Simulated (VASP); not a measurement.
Runs of VASP 6.6.1 on MgO. It takes space group Cm (No. 8, monoclinic). Conventional cell: a = 5.089 Å, b = 2.938 Å, c = 2.680 Å, α = 90.00°, β = 90.00°, γ = 90.00°. Around Mg (site symmetry m) lie 5 O at 2.03 to 2.27 Å. O (site symmetry m) has 5 Mg at 2.03 to 2.27 Å as nearest neighbours. The cell comes from a database or a generator and needn't be the stable form of this composition.

```tsv
cell	gap on the mesh (eV)	pressure (GPa)	largest force (eV/Å)
atom 1 (Mg) moved by (-0.200, -0.100) A along y and z	2.77	-1.4	0.66
atom 1 (Mg) moved by (+0.100, +0.000) A along y and z	(a)	-3.6	0.40
atom 1 (Mg) moved by (+0.200, -0.100) A along y and z	(c)	-0.3	1.17
atom 1 (Mg) moved by (+0.200, -0.200) A along y and z	2.85	2.6	(b)
```

Alike in all rows: task single point; level PBEsol; potentials or basis VASP PAW PBE potentials, release 64 (Mg, O); no spin polarisation; k mesh 9 × 9 × 8; cutoff (eV) 520; smearing gaussian 0.05 eV.

Task: Fill in the values left out.

Result: (a) 2.90; (b) 1.69; (c) 2.80.

Caveats: the PAW data sets were made with another functional, which shifts forces and pressure a little; an odd mesh through Γ misses points on the zone boundary, where band edges often lie.
